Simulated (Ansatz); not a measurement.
# Bi2TeSe2 (Skippenite) (R-3m) in Ansatz: band structure with PBEsol

Aim: the band structure of Bi2TeSe2 (Skippenite) with PBEsol.

All numbers are computed with Ansatz 0.2.0; they aren't measurements. Logs are shortened: lines on timing, memory, paths and dates and some standing lists are left out, and cuts for length are marked.

## 1. Starting point

The structure is trigonal, space group R-3m (No. 166). The conventional cell has a = 4.183 Å, b = 4.183 Å, c = 29.137 Å, α = 90.00°, β = 90.00°, γ = 120.00°. Bi (site symmetry 3m) has 3 Se at 2.93 Å and 3 Te at 3.06 Å as nearest neighbours. Around Te (site symmetry -3m) lie 6 Bi at 3.06 Å. Se (site symmetry 3m) has 3 Bi at 2.93 Å as nearest neighbours.

## 2. Band structure, PBEsol, spin-orbit coupling, no magnetisation

The input, input.yaml:

```yaml
crystal:
  lattice:
    - [2.0915, 1.207528088, 9.7123333333]
    - [-2.0915, 1.207528088, 9.7123333333]
    - [0.0, -2.415056176, 9.7123333333]
  atoms:
    - { symbol: Bi, position: [0.60194, 0.60194, 0.60194] }
    - { symbol: Bi, position: [0.39806, 0.39806, 0.39806] }
    - { symbol: Te, position: [0.0, 0.0, 0.0] }
    - { symbol: Se, position: [0.7884, 0.7884, 0.7884] }
    - { symbol: Se, position: [0.2116, 0.2116, 0.2116] }
hamiltonian:
  xc: pbesol
  pseudopotentials: { kind: paw_fr }
magnetization:
  noncollinear: true
  spin_orbit: true
kpoints:
  mp_grid: { grid: [7, 7, 7] }
  band_path:
    path:
      - [[0.0, 0.0, 0.0], [0.5, 0.0, 0.0], [0.5, 0.1769718581, -0.1769718581]]
      - [[0.8230281419, 0.5, 0.1769718581], [0.5, 0.5, 0.5], [0.0, 0.0, 0.0], [0.3384859291, 0.0, -0.3384859291]]
      - [[0.6615140709, 0.3384859291, 0.0], [0.5, 0.5, 0.0], [0.6615140709, 0.6615140709, 0.1769718581], [0.5, 0.5, 0.5]]
      - [[0.5, 0.0, 0.0], [0.8230281419, 0.3384859291, 0.3384859291]]
    npoints: 14
scf:
  occupations: { method: fermi_dirac, width: 0.05 }
  n_extra_bands: 12
output:
  forces: true
  stress: true
  eigenvalues: true
  fatbands: false
```

Potentials or basis: Ansatz PAW.

Run with:

```sh
$ ansatz run input.yaml --threads 2 --pin off --max-ram 5632MiB --backend cpu --events-out ev --progress --plain --runs-dir out
```

Log:

```text
Warning: RAYON_NUM_THREADS=2 ignored (pool sized by the plan → 2); use --threads N
basis.fft_grid_basis auto: the FFT boxes are laid along the combinations [[1, 0, -1], [0, 1, -1], [0, 0, 1]] of the cell's own vectors, 4.183, 4.183 and 10.008 Å long. The dense box has 30×30×72 points. Along the cell's own vectors, as sized, it would have 72×72×72, 5.76 times as many. Of the 12 symmetry operations that the crystal satisfies within crystal.symmetry.tolerance (time reversal apart; of a slab, those that keep its plane) the dense box along the cell's own vectors carries 12, and the one as laid loses 8 of those. basis.fft_grid_basis: typed keeps the cell's own vectors: state it where this run's energies or levels are differenced outside the engine with another run's, or held beside a run that keeps those vectors.
scf.n_extra_bands = 12 over 78 filled bands (N_el = 78.0): the run solves 90 bands
Engine: ansatz 0.2.0, aarch64-unknown-linux-gnu
Pseudopotentials: kind: paw_fr
Pseudopotential: Bi, paw_fr, valence charge 15, recommended cutoff 420 eV (normal), Bi.paw.azcp#standard-fr
Pseudopotential: Te, paw_fr, valence charge 16, recommended cutoff 420 eV (normal), Te.paw.azcp#standard-fr
Pseudopotential: Se, paw_fr, valence charge 16, recommended cutoff 420 eV (normal), Se.paw.azcp#standard-fr
Functional definition: PBEsol
  exchange = pbesol_x
  correlation = pbesol_c
non-collinear run that drives no moment, with spin-orbit: no starting moment large enough to seed its density (crystal.atoms[].spin), no starting occupations that ask for one, no magnetisation constraint and no magnetic field, so the semilocal B_xc is pinned to zero
Crystal: 5 atoms, lattice volume = 147.174 Å³
Basis set: ecut = 420 eV, 2835 PW (Γ), FFT grids on a1−a3, a2−a3, a3, exchange–correlation on 60×60×144 points (8 copies of the dense FFT grid, shifted against one another)
Bands: 90, of which v1, the nominal top of the filled ones, is band 78 counted from 1 (77 counted from 0)
Symmetry: 12 space group operations + 12 with time reversal
Magnetic group: BNS 166.98 (UNI 1328), of the structure as read, at distance tolerance 5.3e-5 Å
k-points: 44 of 343
Projection manifold: j_resolved (fully-relativistic pseudo-atomic orbitals)
Non-local potential: Bi, projectors of the file, l = 0: 2, l = 1: 4, l = 2: 4, l = 3: 4
Non-local potential: Te, projectors of the file, l = 0: 2, l = 1: 4, l = 2: 4, l = 3: 4
Non-local potential: Se, projectors of the file, l = 0: 2, l = 1: 4, l = 2: 6, l = 3: 2
PAW form: soft (Blöchl's): semilocal exchange-correlation on the pseudo side does not see the compensation charge
PAW frozen core: Bi, regenerated for the run's functional, and the local potential with it (the file was generated under x = pbe(κ = 0.804, μ = 0.2195149727645171), c = pbe(β = 0.06672455060314922))
PAW frozen core: Te, regenerated for the run's functional, and the local potential with it (the file was generated under x = pbe(κ = 0.804, μ = 0.2195149727645171), c = pbe(β = 0.06672455060314922))
PAW frozen core: Se, regenerated for the run's functional, and the local potential with it (the file was generated under x = pbe(κ = 0.804, μ = 0.2195149727645171), c = pbe(β = 0.06672455060314922))
PAW one-centre angular grid: Bi, 590 points (default); XC on 64 Gauss nodes
PAW one-centre angular grid: Te, 590 points (default); XC on 64 Gauss nodes
PAW one-centre angular grid: Se, 590 points (default); XC on 96 Gauss nodes
Initial density: superposition of atomic densities (chi_scale 0.1, normalization cell, long waves 10 % of neutral atoms (reshape's long-wave potential 1.10 eV rms, cloud 2.68 Å wide))
Initial wavefunctions: pseudopotential atomic-orbital guess
Functional: x = pbesol(κ = 0.804, μ = 0.12345679012345678), c = pbesol(β = 0.046)
SCF iter   1: F=—  HF=-42324.132834 eV  |F-HF|=—  |Δ(HF+E_count)|=         —  Δρ=5.77e-2  dr2=4.74e1  dr2_m=0.00e0 (ungated)  ethr=3.10e-3  |M|=0.00e0 ∫|m|=0.00e0 μB  |m|>n=0.0e0 m-floor=0.0e0 τ_xc=0.0e0  β_m=0.30  ⟨swp⟩=9.0  Hψ=9653  notcnv=0
preconditioner: auto → Resta (q_TF=auto, 2.454 Å⁻¹)  ε∞=4.7  [insulator: Δε(μ)=0.255 eV  Ē_g=8.468 eV  σ=0.050 eV  W_gap=0.80  n_scr=42 (ndim 8)  ℏωp=16.2 eV  f_vac=0.024  D(μ)=0.08/eV (n_scr^D=0)  ε∞_Penn≈4.7]
spin=Noncollinear: Resta preconditioning applied to the charge; magnetization (m_x, m_y, m_z) channels mix plain (no charge-response kernel on spin).
SCF iter   2: F=—  HF=-42319.641585 eV  |F-HF|=—  |Δ(HF+E_count)|=    4.49e0  Δρ=1.70e-2  dr2=9.84e-1  dr2_m=0.00e0 (ungated)  ethr=3.10e-3  |M|=0.00e0 ∫|m|=0.00e0 μB  |m|>n=0.0e0 m-floor=0.0e0 τ_xc=0.0e0  β_m=0.32  ⟨swp⟩=5.0  Hψ=4584  notcnv=0  defer=168
SCF iter   3: F=—  HF=-42319.489806 eV  |F-HF|=—  |Δ(HF+E_count)|=   1.52e-1  Δρ=1.25e-2  dr2=2.11e-1  dr2_m=0.00e0 (ungated)  ethr=1.26e-3  |M|=0.00e0 ∫|m|=0.00e0 μB  |m|>n=0.0e0 m-floor=0.0e0 τ_xc=0.0e0  β_m=0.57  ⟨swp⟩=2.2  Hψ=2460  notcnv=0  defer=186
SCF iter   4: F=—  HF=-42319.424686 eV  |F-HF|=—  |Δ(HF+E_count)|=   6.51e-2  Δρ=2.91e-3  dr2=1.98e-2  dr2_m=0.00e0 (ungated)  ethr=2.70e-4  |M|=0.00e0 ∫|m|=0.00e0 μB  |m|>n=0.0e0 m-floor=0.0e0 τ_xc=0.0e0  β_m=0.62  ⟨swp⟩=3.0  Hψ=2556  notcnv=0  defer=186
SCF iter   5: F=—  HF=-42319.423533 eV  |F-HF|=—  |Δ(HF+E_count)|=   1.15e-3  Δρ=7.32e-4  dr2=7.42e-4  dr2_m=0.00e0 (ungated)  ethr=2.54e-5  |M|=0.00e0 ∫|m|=0.00e0 μB  |m|>n=0.0e0 m-floor=0.0e0 τ_xc=0.0e0  β_m=0.81  ⟨swp⟩=2.0  Hψ=2022  notcnv=0  defer=186
SCF iter   6: F=—  HF=-42319.424023 eV  |F-HF|=—  |Δ(HF+E_count)|=   4.91e-4  Δρ=2.02e-4  dr2=1.43e-4  dr2_m=0.00e0 (ungated)  ethr=9.51e-7  |M|=0.00e0 ∫|m|=0.00e0 μB  |m|>n=0.0e0 m-floor=0.0e0 τ_xc=0.0e0  β_m=0.83  ⟨swp⟩=2.0  Hψ=2490  notcnv=0  defer=186
SCF iter   7: F=—  HF=-42319.424042 eV  |F-HF|=—  |Δ(HF+E_count)|=   1.82e-5  Δρ=5.63e-5  dr2=7.97e-6  dr2_m=0.00e0 (ungated)  ethr=1.84e-7  |M|=0.00e0 ∫|m|=0.00e0 μB  |m|>n=0.0e0 m-floor=0.0e0 τ_xc=0.0e0  β_m=0.92  ⟨swp⟩=2.0  Hψ=3235  notcnv=0  defer=186
SCF iter   8: F=—  HF=-42319.423926 eV  |F-HF|=—  |Δ(HF+E_count)|=   1.16e-4  Δρ=1.41e-5  dr2=4.16e-7  dr2_m=0.00e0 (ungated)  ethr=1.02e-8  |M|=0.00e0 ∫|m|=0.00e0 μB  |m|>n=0.0e0 m-floor=0.0e0 τ_xc=0.0e0  β_m=0.96  ⟨swp⟩=2.0  Hψ=3392  notcnv=0  defer=186
SCF iter   9: F=-42319.423927 eV  HF=-42319.423927 eV  |F-HF|=3.47e-8  |Δ(HF+E_count)|=   5.88e-7  Δρ=4.03e-6  dr2=3.40e-8  dr2_m=0.00e0 (ungated)  ethr=1.28e-10  |M|=0.00e0 ∫|m|=0.00e0 μB  |m|>n=0.0e0 m-floor=0.0e0 τ_xc=0.0e0  ⟨swp⟩=12.9  Hψ=10185  notcnv=0
SCF 1 converged in 9 iterations: F = -42319.423927 eV  dr2 = 3.40e-8
NSCF: frozen V_eff on 130 k-points
SCF converged after 9 iterations
Magnetization: |M| = 0.0000 μB,  M = (+0.0000, +0.0000, +0.0000) μB
Absolute magnetization: 0.0000 μB (∫|m|)
  site 0: m = (+0.0000, +0.0000, +0.0000) μB, |m| = 0.0000 μB  (R = 1.21 Å)
  site 1: m = (+0.0000, +0.0000, +0.0000) μB, |m| = 0.0000 μB  (R = 1.21 Å)
  site 2: m = (+0.0000, +0.0000, +0.0000) μB, |m| = 0.0000 μB  (R = 1.26 Å)
  site 3: m = (+0.0000, +0.0000, +0.0000) μB, |m| = 0.0000 μB  (R = 1.21 Å)
  site 4: m = (+0.0000, +0.0000, +0.0000) μB, |m| = 0.0000 μB  (R = 1.21 Å)
Free energy (F): -42319.423927 eV
Harris-Foulkes:  -42319.423927 eV  (|F-HF|=3.47e-8)
Internal energy: -42319.422302 eV  (E = F + TS)
E sigma→0 (E₀):  -42319.423114 eV
Entropy (-TS):   -0.001625 eV (-0.325 meV/atom)
Fermi energy:    9.203686 eV
--- Per-component energies (eV) ---
  E_band       = -1208.252011
  E_kinetic    = 1025.691888
  E_local      = -9164.780415  (includes V_loc(G=0)·N_el)
  E_nonlocal   = -362.564930
  E_hartree    = 4203.695582
  E_xc         = -633.381029
  E_vxc        = -591.433757  (∫ρ·V_xc dr)
  E_paw        = -29426.360760  (= ΣΔE_a)
  E_vpaw       = -522.556921  (= ΣTr[D̂ρ^β])
  E_aug_tail   = -0.002193  (compensation charges beyond the density's cutoff)
  E_ewald      = -7964.327552
  E_core_change = 2.607106  (= ΣΔE_core)
  E_smearing   = -0.001625  (= −TS)
  E_closure    = -0.000000  (closes the sum)
  Σ components = -42319.423927   (vs F -42319.423927, Δ=0.00e0)
--- Forces (eV/Å), atoms counted from 1 ---
  atom   1  Bi     0.00000000     0.00000000    -1.67045142
  atom   2  Bi     0.00000000    -0.00000000     1.67045142
  atom   3  Te    -0.00000000     0.00000000     0.00000000
  atom   4  Se     0.00000000     0.00000000    -0.38229162
  atom   5  Se     0.00000000    -0.00000000     0.38229162
  max |Σ_I F_I| component: 1.28e-15 eV/Å
--- Stress (GPa, compression-positive) ---
        2.120627       0.000000       0.000000
        0.000000       2.120627      -0.000000
        0.000000      -0.000000       2.399483
  P = ⅓ Tr σ = 2.2136 GPa (22.136 kbar)
--- Band table (eV; the first three rows and the last of 44) ---
  k-point 0: bands = ["-38.6418", "-38.6418", "-38.6415", "-38.6415", "-38.6277", "-38.6277", "-38.6276", "-38.6276", "-37.7479", "-37.7479", "-37.7477", "-37.7477", "-37.7423", "-37.7423", "-37.7418", "-37.7418", "-37.7298", "-37.7298", "-37.7297", "-37.7297", "-28.3737", "-28.3737", "-28.3532", "-28.3532", "-26.9086", "-26.9086", "-26.9026", "-26.9026", "-26.8815", "-26.8815", "-15.2288", "-15.2288", "-15.2273", "-15.2273", "-15.2206", "-15.2206", "-15.2196", "-15.2196", "-12.2514", "-12.2514", "-12.2465", "-12.2465", "-12.2340", "-12.2340", "-12.2335", "-12.2335", "-12.2306", "-12.2306", "-12.2265", "-12.2265", "-4.9151", "-4.9151", "-4.0641", "-4.0641", "-3.1721", "-3.1721", "-0.5878", "-0.5878", "1.2596", "1.2596", "6.3476", "6.3476", "6.9283", "6.9283", "7.4513", "7.4513", "7.6365", "7.6365", "7.7637", "7.7637", "7.8944", "7.8944", "8.0135", "8.0135", "8.4395", "8.4395", "8.9160", "8.9160", "9.2589", "9.2589", "10.3524", "10.3524", "10.4360", "10.4360", "10.8368", "10.8368", "12.1423", "12.1423", "12.5950", "12.5950"]
  k-point 1: bands = ["-38.6418", "-38.6418", "-38.6415", "-38.6415", "-38.6277", "-38.6277", "-38.6276", "-38.6276", "-37.7479", "-37.7479", "-37.7478", "-37.7478", "-37.7423", "-37.7423", "-37.7418", "-37.7418", "-37.7297", "-37.7297", "-37.7297", "-37.7297", "-28.3737", "-28.3737", "-28.3530", "-28.3530", "-26.9084", "-26.9084", "-26.9026", "-26.9026", "-26.8812", "-26.8812", "-15.2278", "-15.2278", "-15.2266", "-15.2266", "-15.2208", "-15.2208", "-15.2198", "-15.2198", "-12.2502", "-12.2502", "-12.2458", "-12.2458", "-12.2357", "-12.2357", "-12.2355", "-12.2355", "-12.2287", "-12.2287", "-12.2249", "-12.2249", "-4.7209", "-4.7209", "-3.9191", "-3.9191", "-3.0420", "-3.0420", "-0.6488", "-0.6488", "0.9929", "0.9929", "5.7819", "5.7819", "6.0233", "6.0233", "6.6493", "6.6493", "7.0438", "7.0438", "7.4764", "7.4764", "7.9577", "7.9577", "8.1872", "8.1872", "8.3136", "8.3136", "8.6898", "8.6898", "10.0082", "10.0082", "10.3097", "10.3097", "11.2004", "11.2004", "11.6249", "11.6249", "12.2490", "12.2490", "12.7148", "12.7148"]
  k-point 2: bands = ["-38.6418", "-38.6418", "-38.6416", "-38.6416", "-38.6277", "-38.6277", "-38.6276", "-38.6276", "-37.7479", "-37.7479", "-37.7478", "-37.7478", "-37.7422", "-37.7422", "-37.7419", "-37.7419", "-37.7297", "-37.7297", "-37.7297", "-37.7297", "-28.3736", "-28.3736", "-28.3527", "-28.3527", "-26.9082", "-26.9082", "-26.9027", "-26.9027", "-26.8806", "-26.8806", "-15.2261", "-15.2261", "-15.2254", "-15.2254", "-15.2207", "-15.2207", "-15.2199", "-15.2199", "-12.2514", "-12.2514", "-12.2483", "-12.2483", "-12.2372", "-12.2372", "-12.2360", "-12.2360", "-12.2240", "-12.2240", "-12.2201", "-12.2201", "-4.1619", "-4.1619", "-3.5409", "-3.5409", "-2.7141", "-2.7141", "-0.9403", "-0.9403", "0.2562", "0.2562", "4.5044", "4.5044", "5.3852", "5.3852", "5.7799", "5.7799", "6.3387", "6.3387", "6.7490", "6.7490", "7.2362", "7.2362", "8.0229", "8.0229", "8.2780", "8.2780", "8.7682", "8.7682", "9.9681", "9.9681", "11.0155", "11.0155", "11.2874", "11.2874", "12.0126", "12.0126", "12.9682", "12.9682", "13.1864", "13.1864"]
  k-point 43: bands = ["-38.6418", "-38.6418", "-38.6415", "-38.6415", "-38.6277", "-38.6277", "-38.6276", "-38.6276", "-37.7479", "-37.7479", "-37.7478", "-37.7478", "-37.7423", "-37.7423", "-37.7418", "-37.7418", "-37.7297", "-37.7297", "-37.7297", "-37.7297", "-28.3737", "-28.3737", "-28.3530", "-28.3530", "-26.9084", "-26.9084", "-26.9026", "-26.9026", "-26.8812", "-26.8812", "-15.2278", "-15.2278", "-15.2266", "-15.2266", "-15.2208", "-15.2208", "-15.2198", "-15.2198", "-12.2503", "-12.2503", "-12.2458", "-12.2458", "-12.2357", "-12.2357", "-12.2355", "-12.2355", "-12.2286", "-12.2286", "-12.2250", "-12.2250", "-4.6037", "-4.6037", "-4.2149", "-4.2149", "-2.7084", "-2.7084", "-0.9478", "-0.9478", "1.1576", "1.1576", "5.7451", "5.7451", "6.0873", "6.0873", "6.7120", "6.7120", "7.1714", "7.1714", "7.3021", "7.3021", "7.6424", "7.6424", "8.2473", "8.2473", "8.3474", "8.3474", "9.0822", "9.0822", "9.5369", "9.5369", "10.5399", "10.5399", "10.9400", "10.9400", "11.7130", "11.7130", "12.4496", "12.4496", "12.8090", "12.8090"]
```

It took 3.8 min on 2 threads of Arm Neoverse V2, shared host; peak memory 1.8 GiB.

Results:

| Item | Value |
| --- | --- |
| Free energy | -42319.4239 eV |
| Pressure | 2.2 GPa |
| Largest force | 1.670 eV/Å |
| Band gap on the k mesh | 0.18 eV, indirect (least direct gap 0.34 eV) |
| Band gap along the path | 0.17 eV, indirect (least direct gap 0.34 eV) |

Forces in eV/Å, atoms in the order of the input:
```
Bi   0.000  0.000 -1.670
Bi   0.000  0.000  1.670
Te   0.000  0.000  0.000
Se   0.000  0.000 -0.382
Se   0.000  0.000  0.382
```

Levels at the corners of the path, in eV from the valence-band top:
```tsv
point	band 75	band 76	band 77	band 78	band 79	band 80	band 81	band 82
Γ	-0.65	-0.65	-0.17	-0.17	0.17	0.17	1.27	1.27
L	-0.88	-0.88	-0.29	-0.29	0.64	0.64	1.82	1.82
B1	-0.79	-0.79	-0.51	-0.51	1.33	1.33	2.03	2.03
B	-0.79	-0.79	-0.51	-0.51	1.33	1.33	2.03	2.03
Z	-0.90	-0.90	-0.28	-0.28	0.40	0.40	1.07	1.07
Γ	-0.65	-0.65	-0.17	-0.17	0.17	0.17	1.27	1.27
X	-1.00	-1.00	-0.46	-0.46	1.34	1.34	2.16	2.16
Q	-1.00	-1.00	-0.46	-0.46	1.34	1.34	2.16	2.16
F	-1.32	-1.32	-0.70	-0.70	1.08	1.08	1.95	1.95
P1	-1.01	-1.01	-0.84	-0.84	1.09	1.09	1.93	1.93
Z	-0.90	-0.90	-0.28	-0.28	0.40	0.40	1.07	1.07
L	-0.88	-0.88	-0.29	-0.29	0.64	0.64	1.82	1.82
P	-1.01	-1.01	-0.84	-0.84	1.09	1.09	1.93	1.93
```

Caveat: the PAW data sets come from PBE, with cores solved anew for the run's functional, which leaves a small shift of forces and pressure; forces of over 1 eV/Å show positions far from the minimum, so gaps and moduli don't describe the material at rest. A hybrid or GW would open this gap; PBEsol tends to underestimate it.
